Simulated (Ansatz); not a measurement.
# C₄H₁₀O: a ladder of functionals and wavefunction methods

An exercise on one series of results from a longer session: the logs are not shown, and one member is left open.

Program: Ansatz 0.2.0, Gaussian basis. Level of theory: functionals in def2-TZVPP, the program's frozen cores in correlated methods. These are calculated values, not measurements.

Levels to be run: PBE-D4, r2SCAN-D4, PBE0-D4, B3LYP-D4, ωB97X-V, ωB97M-V, B2PLYP; CCSD(T)/def2-TZVPP; MP2/def2-QZVPP; extrapolation to the limit.

### Structure used throughout

The geometry comes from an earlier relaxation with PBE0-D4 in a triple-zeta def2 set; it is a stationary point, not always the lowest conformer.

15 atoms, charge 0, spin multiplicity 1.

Atoms are counted from 1 here; the program's logs count them from 0.

Bond lengths: C1–C2 1.518 Å, C1–H6 1.092 Å, C1–H7 1.094 Å, C1–H8 1.094 Å, C2–C3 1.520 Å, C2–H9 1.094 Å, C2–H10 1.096 Å, C3–C4 1.517 Å, C3–H11 1.097 Å, C3–H12 1.099 Å, C4–O5 1.414 Å, C4–H13 1.099 Å, C4–H14 1.094 Å, O5–H15 0.961 Å. Angles: C2–C1–H6 111.5°, C2–C1–H7 111.1°, C2–C1–H8 111.3°, H6–C1–H7 107.6°, H6–C1–H8 107.7°, H7–C1–H8 107.4°, C1–C2–C3 112.9°, C1–C2–H9 110.1°, C1–C2–H10 109.7°, C3–C2–H9 109.0°, C3–C2–H10 108.9°, H9–C2–H10 106.0°, C2–C3–C4 113.7°, C2–C3–H11 109.9°, C2–C3–H12 109.7°, C4–C3–H11 108.4°, C4–C3–H12 109.0°, H11–C3–H12 105.8° and more.

Geometry (Å):

```xyz
15
C4H10O
C    -0.49962    0.03066    2.03637
C     0.34471    0.16982    0.78205
C    -0.31728   -0.43271   -0.44591
C     0.48482   -0.25216   -1.72038
O     0.68737    1.10386   -2.06615
H    -0.00146    0.46592    2.90562
H    -1.46347    0.53491    1.92058
H    -0.70491   -1.01969    2.26288
H     0.55954    1.22482    0.58920
H     1.31673   -0.31369    0.93436
H    -0.48558   -1.50571   -0.29125
H    -1.31371    0.01029   -0.58359
H     0.00489   -0.79641   -2.54553
H     1.48635   -0.67361   -1.59458
H    -0.17208    1.50378   -2.22206
```

Set-up of the first run:

in.yaml

```yaml
crystal:
  periodic: [false, false, false]
  atoms:
    - {symbol: C, position_ang: [-0.499618, 0.030664, 2.036371]}
    - {symbol: C, position_ang: [0.344709, 0.169816, 0.782052]}
    - {symbol: C, position_ang: [-0.317281, -0.432707, -0.445908]}
    - {symbol: C, position_ang: [0.484816, -0.252159, -1.720382]}
    - {symbol: O, position_ang: [0.687369, 1.103857, -2.066148]}
    - {symbol: H, position_ang: [-0.001459, 0.465925, 2.905619]}
    - {symbol: H, position_ang: [-1.463467, 0.534910, 1.920576]}
    - {symbol: H, position_ang: [-0.704913, -1.019692, 2.262879]}
    - {symbol: H, position_ang: [0.559541, 1.224818, 0.589200]}
    - {symbol: H, position_ang: [1.316732, -0.313690, 0.934356]}
    - {symbol: H, position_ang: [-0.485577, -1.505705, -0.291253]}
    - {symbol: H, position_ang: [-1.313709, 0.010294, -0.583591]}
    - {symbol: H, position_ang: [0.004889, -0.796406, -2.545530]}
    - {symbol: H, position_ang: [1.486352, -0.673611, -1.594582]}
    - {symbol: H, position_ang: [-0.172084, 1.503785, -2.222061]}
basis:
  gaussian: {orbitals: def2-TZVPP}
hamiltonian: {xc: pbe, dispersion: d4}
output: {forces: true, orbitals: {seedname: orbitals}}
```

Started as:

```sh
ansatz run in.yaml --threads 4 --pin off --events-out ev --progress --plain --max-ram 10444MiB
```

Among the steps run: PBE-D4 (GGA); r2SCAN-D4 (meta-GGA); PBE0-D4 (hybrid); B3LYP-D4 (hybrid); ωB97X-V (range-separated); ωB97M-V (range-separated); B2PLYP (double hybrid); CCSD(T) in def2-TZVPP; MP2 in def2-QZVPP.

One of the session's tables, all rows but one given; the rest of the session is left out.

| method | atomisation energy (kJ/mol) |
| --- | --- |
| PBE-D4 | 5956.3 |
| r2SCAN-D4 | 5858.7 |
| PBE0-D4 | ? |
| B3LYP-D4 | 5852.1 |
| ωB97X-V | 5856.8 |
| ωB97M-V | 5865.9 |
| B2PLYP | 5796.6 |
| HF/def2-TZVPP | 4363.8 |
| MP2/def2-TZVPP | 5786.7 |
| CCSD/def2-TZVPP | 5659.1 |
| CCSD(T)/def2-TZVPP | 5728.0 |
| MP2/CBS | 5914.2 |
| CCSD(T)/CBS | 5855.5 |

Q: Estimate the row for PBE0-D4 from the others.

**Answer.** atomisation energy (kJ/mol): 5877.7. In the column «atomisation energy (kJ/mol)» it lies between ωB97M-V (5865.9) and MP2/CBS (5914.2).
